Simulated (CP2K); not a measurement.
# Bi (C2/m) in CP2K: relaxation of cell and atoms with LDA

Aim: the relaxation of cell and atoms of Bi with LDA.

Everything below comes from runs of CP2K 2026.2. Logs are shortened: lines on timing, memory, paths and dates and some standing lists are left out, and cuts for length are marked.

### 1 Starting point

It takes space group C2/m (No. 12, monoclinic). Conventional cell: a = 6.977 Å, b = 6.265 Å, c = 3.359 Å, α = 90.00°, β = 112.04°, γ = 90.00°. Bi (site symmetry m) is surrounded by 6 Bi at 3.21 to 3.45 Å.

This isn't the form of Bi at room conditions, which is rhombohedral.

### 2 Relaxation of cell and atoms, LDA, target pressure 2 GPa, at which the enthalpy is minimised

bi_vcrelax.inp reads:

```
&GLOBAL
  PROJECT bi_vcrelax
  RUN_TYPE CELL_OPT
  PRINT_LEVEL LOW
&END GLOBAL
&FORCE_EVAL
  METHOD QS
  STRESS_TENSOR ANALYTICAL
  &DFT
    BASIS_SET_FILE_NAME BASIS_MOLOPT_UZH
    POTENTIAL_FILE_NAME GTH_POTENTIALS
    &MGRID
      CUTOFF 450
      REL_CUTOFF 60
      NGRIDS 5
    &END MGRID
    &QS
      METHOD GPW
      EPS_DEFAULT 1.0E-9
      EXTRAPOLATION USE_PREV_P
    &END QS
    &KPOINTS
      SCHEME MONKHORST-PACK 5 5 7
      GAMMA_CENTERED T
    &END KPOINTS
    &SCF
      SCF_GUESS ATOMIC
      EPS_SCF 1.0E-6
      MAX_SCF 100
      ADDED_MOS 10
      CHOLESKY OFF
      EPS_EIGVAL 1.0E-7
      &DIAGONALIZATION ON
        ALGORITHM STANDARD
      &END DIAGONALIZATION
      &MIXING ON
        METHOD BROYDEN_MIXING
        ALPHA 0.4
        BETA 1.5
        NBUFFER 8
      &END MIXING
      &SMEAR ON
        METHOD FERMI_DIRAC
        ELECTRONIC_TEMPERATURE 1160.45
      &END SMEAR
    &END SCF
    &XC
      &XC_FUNCTIONAL
        &LDA_X
        &END LDA_X
        &LDA_C_PW
        &END LDA_C_PW
      &END XC_FUNCTIONAL
    &END XC
    &PRINT
      &KPOINTS ON
      &END KPOINTS
      &MULLIKEN ON
        &EACH
          CELL_OPT 0
        &END EACH
        ADD_LAST NUMERIC
      &END MULLIKEN
      &MO ON
        ENERGIES T
        OCCUPATION_NUMBERS T
        &EACH
          QS_SCF 0
          CELL_OPT 0
        &END EACH
        ADD_LAST NUMERIC
      &END MO
    &END PRINT
  &END DFT
  &SUBSYS
    &CELL
      A 4.6886416937 0.0000000000 0.0000000000
      B 0.5027620436 4.6616082267 0.0000000000
      C -0.9376816545 -0.8419889370 3.1135500000
      PERIODIC XYZ
    &END CELL
    &COORD
      SCALED
      Bi  0.7530610000 0.7530610000 0.8573820000
      Bi  0.2469390000 0.2469390000 0.1426180000
    &END COORD
    &KIND Bi
      BASIS_SET TZVP-MOLOPT-PBE-GTH-q5
      POTENTIAL GTH-PADE-q5
    &END KIND
    &PRINT
      &ATOMIC_COORDINATES ON
      &END ATOMIC_COORDINATES
      &CELL ON
      &END CELL
      &SYMMETRY ON
      &END SYMMETRY
    &END PRINT
  &END SUBSYS
  &PRINT
    &FORCES ON
    &END FORCES
    &STRESS_TENSOR ON
    &END STRESS_TENSOR
  &END PRINT
&END FORCE_EVAL
&MOTION
  &CELL_OPT
    OPTIMIZER BFGS
    MAX_ITER 40
    MAX_FORCE [eV*angstrom^-1] 0.02
    RMS_FORCE [eV*angstrom^-1] 0.02
    MAX_DR 1.0E-2
    RMS_DR 1.0E-2
    EXTERNAL_PRESSURE [bar] 20000.0
    PRESSURE_TOLERANCE [bar] 500
    KEEP_SPACE_GROUP T
  &END CELL_OPT
  &PRINT
    &TRAJECTORY ON
    &END TRAJECTORY
    &CELL ON
    &END CELL
    &FORCES ON
    &END FORCES
    &STRESS ON
    &END STRESS
    &RESTART OFF
    &END RESTART
    &RESTART_HISTORY OFF
    &END RESTART_HISTORY
  &END PRINT
&END MOTION
```

Potentials or basis: GTH_POTENTIALS Bi GTH-PADE-q5; TZVP-MOLOPT-PBE-GTH basis.

On the command line:

```bash
$ OMP_NUM_THREADS=1 cp2k.psmp -i bi_vcrelax.inp -o bi_vcrelax.out
```

bi_vcrelax.out:

```text

 CP2K| version string:                                       CP2K version 2026.2
 CP2K| Input file name                                            bi_vcrelax.inp

 GLOBAL| Force Environment number                                              1
 GLOBAL| Basis set file name                                    BASIS_MOLOPT_UZH
 GLOBAL| Potential file name                                      GTH_POTENTIALS
 GLOBAL| MM Potential file name                                     MM_POTENTIAL
 GLOBAL| Coordinate file name                                      __STD_INPUT__
 GLOBAL| Method name                                                        CP2K
 GLOBAL| Project name                                                 bi_vcrelax
 GLOBAL| Run type                                                       CELL_OPT
 GLOBAL| FFT library                                                       FFTW3
 GLOBAL| Diagonalization library                                       ScaLAPACK
[... 5 lines left out ...]
 GLOBAL| Total number of message passing processes                             1
 GLOBAL| Number of threads for this process                                    1
 GLOBAL| CPU model name                          Intel(R) Xeon(R) Platinum 8488C

 CELL| Volume [angstrom^3]:                                            68.051650
 CELL| Vector a [angstrom]:       4.689     0.000     0.000   |a| =     4.688642
 CELL| Vector b [angstrom]:       0.503     4.662     0.000   |b| =     4.688642
 CELL| Vector c [angstrom]:      -0.938    -0.842     3.114   |c| =     3.358926
 CELL| Angle (b,c), alpha [degree]:                                   106.210145
 CELL| Angle (a,c), beta  [degree]:                                   106.210145
 CELL| Angle (a,b), gamma [degree]:                                    83.844351
 CELL| Numerically orthorhombic:                                              NO
 CELL| Periodicity                                                           XYZ

 CELL_REF| Volume [angstrom^3]:                                        68.051650
 CELL_REF| Vector a [angstrom     4.689     0.000     0.000   |a| =     4.688642
 CELL_REF| Vector b [angstrom     0.503     4.662     0.000   |b| =     4.688642
 CELL_REF| Vector c [angstrom    -0.938    -0.842     3.114   |c| =     3.358926
 CELL_REF| Angle (b,c), alpha [degree]:                               106.210145
 CELL_REF| Angle (a,c), beta  [degree]:                               106.210145
 CELL_REF| Angle (a,b), gamma [degree]:                                83.844351
 CELL_REF| Numerically orthorhombic:                                          NO
 CELL_REF| Periodicity                                                       XYZ
[... 9 lines left out ...]
 TOTAL NUMBERS AND MAXIMUM NUMBERS

  Total number of            - Atomic kinds:                                   1
                             - Atoms:                                          2
                             - Shell sets:                                     2
                             - Shells:                                        14
                             - Primitive Cartesian functions:                 10
                             - Cartesian basis functions:                     36
                             - Spherical basis functions:                     34
[... 1342 lines left out ...]
 OPT| Predicted energy change [hartree]                            -0.0000009805
 OPT| Scaling factor                                                0.0000000000
 OPT| Step size                                                     0.0045900106
 OPT| Trust radius                                                  0.4724315332
 OPT| Decrease in energy                                                      NO
 OPT|
 OPT| Maximum step size                                             0.0045900106
 OPT| Convergence limit for maximum step size                       0.0100000000
 OPT| Maximum step size is converged                                         YES
 OPT|
 OPT| RMS step size                                                 0.0019897496
 OPT| Convergence limit for RMS step size                           0.0100000000
 OPT| RMS step size is converged                                             YES
 OPT|
 OPT| Maximum gradient                                              0.0000398185
 OPT| Convergence limit for maximum gradient                        0.0003889381
 OPT| Maximum gradient is converged                                          YES
 OPT|
 OPT| RMS gradient                                                  0.0000192767
 OPT| Convergence limit for RMS gradient                            0.0003889381
 OPT| RMS gradient is converged                                              YES
 OPT|
 OPT| Pressure deviation [bar]                                     47.8705600390
 OPT| Pressure tolerance [bar]                                    500.0000000000
 OPT| Pressure is converged                                                  YES
 OPT| **************************************************************************

 *******************************************************************************
 ***                    GEOMETRY OPTIMIZATION COMPLETED                      ***
 *******************************************************************************

 write_final_structure: Optimization converged, writing XYZ file gladly:
  bi_vcrelax-FINAL-1_37.xyz

 write_final_structure: Optimization converged, writing CIF file gladly:
  bi_vcrelax-FINAL-1_37.cif

 write_final_structure: Done!

                    Reevaluating energy at the minimum

 CELL| Volume [angstrom^3]:                                            61.421657
 CELL| Vector a [angstrom]:       4.489     0.000     0.000   |a| =     4.488522
 CELL| Vector b [angstrom]:       0.289     4.483     0.000   |b| =     4.492176
 CELL| Vector c [angstrom]:      -0.760    -0.678     3.053   |c| =     3.218052
 CELL| Angle (b,c), alpha [degree]:                                   103.029709
 CELL| Angle (a,c), beta  [degree]:                                   103.666512
 CELL| Angle (a,b), gamma [degree]:                                    86.306355
 CELL| Numerically orthorhombic:                                              NO
 CELL| Periodicity                                                           XYZ
[... 313 lines left out ...]
 MO|      4               0.077310               2.103708               2.000000
 MO|      5               0.135821               3.695877               1.999999
 MO|      6               0.150216               4.087588               1.999964
 MO|      7               0.275589               7.499157               0.000000
 MO|      8               0.277973               7.564021               0.000000
 MO|      9               0.404831              11.016014               0.000000
 MO|     10               0.451930              12.297640               0.000000
 MO|     11               0.548824              14.934264               0.000000
 MO|     12               0.658009              17.905348               0.000000
 MO|     13               0.701952              19.101078               0.000000
 MO|     14               0.754851              20.540536               0.000000
 MO|     15               0.842482              22.925098               0.000000
 MO| Sum:                                                              11.999963
 MO| E(Fermi):            0.190372 a.u.          5.180297 eV

 [... the levels of further k-points ...]

 !-----------------------------------------------------------------------------!
                     Mulliken Population Analysis

 #  Atom  Element  Kind  Atomic population                           Net charge
       1     Bi       1          5.000000                             -0.000000
       2     Bi       1          5.000000                              0.000000
 # Total charge                             10.000000                  0.000000

 !-----------------------------------------------------------------------------!

 ENERGY| Total FORCE_EVAL ( QS ) energy [hartree]            -11.232507065689637
```

Run time: 14 min. Hardware: 1 thread of Intel Xeon Platinum 8488C (Sapphire Rapids), shared host; peak memory 0.34 GiB.

What came out:

```
Free energy                                            : -305.6521 eV
Relaxed volume                                         : 30.71 Å³/atom
Relaxed cell                                           : a = 4.489 Å, b = 4.492 Å, c = 3.218 Å, α = 103.03°, β = 103.67°, γ = 86.31°
Space group after relaxing (to 0.05 Å)                 : C2/m (No. 12)
Energy change on relaxing (the enthalpy is what falls) : -24.8 meV/atom
Ionic steps                                            : 39
Pressure after relaxing                                : 2.0 GPa
Largest force after relaxing                           : 0.003 eV/Å
Band gap on the k mesh                                 : none (metal or under the smearing width)
```

Forces in eV/Å, atoms in the order of the input:
```
Bi  -0.002  0.003  0.001
Bi   0.002 -0.003 -0.001
```

Step by step:
```csv
step,energy change (eV),largest force (eV/Å),volume (Å³)
1,0.0000,0.1484,68.05
2,-0.0074,0.1368,67.73
3,-0.0207,0.2294,60.95
4,-0.0457,0.1188,62.40
5,-0.0437,0.1245,62.19
6,-0.0398,0.1154,61.74
7,-0.0371,0.0740,61.36
8,-0.0374,0.0135,61.26
9,-0.0400,0.0220,61.43
10,-0.0415,0.0254,61.54
11,-0.0422,0.0244,61.59
12,-0.0433,0.0185,61.67
13,-0.0435,0.0087,61.67
14,-0.0426,0.0005,61.59
15,-0.0417,0.0028,61.51
16,-0.0412,0.0029,61.47
17,-0.0406,0.0027,61.42
18,-0.0398,0.0025,61.34
19,-0.0386,0.0045,61.23
20,-0.0372,0.0131,61.06
21,-0.0356,0.0486,60.78
22,-0.0358,0.0839,60.80
23,-0.0420,0.0627,61.16
24,-0.0444,0.0597,61.33
25,-0.0468,0.0583,61.50
26,-0.0476,0.0571,61.55
27,-0.0495,0.0501,61.66
28,-0.0505,0.0377,61.69
29,-0.0500,0.0203,61.60
30,-0.0486,0.0098,61.46
31,-0.0478,0.0066,61.40
32,-0.0474,0.0056,61.36
33,-0.0468,0.0065,61.30
34,-0.0463,0.0105,61.24
35,-0.0462,0.0146,61.20
36,-0.0473,0.0129,61.26
37,-0.0489,0.0061,61.37
38,-0.0496,0.0035,61.42
39,-0.0496,0.0035,61.42
```

Final structure:
```
Bi
1.0
     4.48852    0.00000    0.00000
     0.28939    4.48284    0.00000
    -0.76033   -0.67796    3.05256
Bi
2
Direct
  0.75357 0.75357 0.87440
  0.24643 0.24643 0.12560
```

Levels at points of the mesh, in eV from the Fermi level:
```csv
k point,band 1,band 2,band 3,band 4,band 5,band 6,band 7,band 8,band 9,band 10
"(0.00, 0.00, 0.00)",-13.79,-9.21,-3.36,-3.20,3.10,3.66,4.05,4.81,4.84,8.11
```

Caveat: spin-orbit coupling is left out, which moves the levels of the heavy elements; the basis of atomic orbitals isn't converged, which shifts pressures, moduli and gaps.
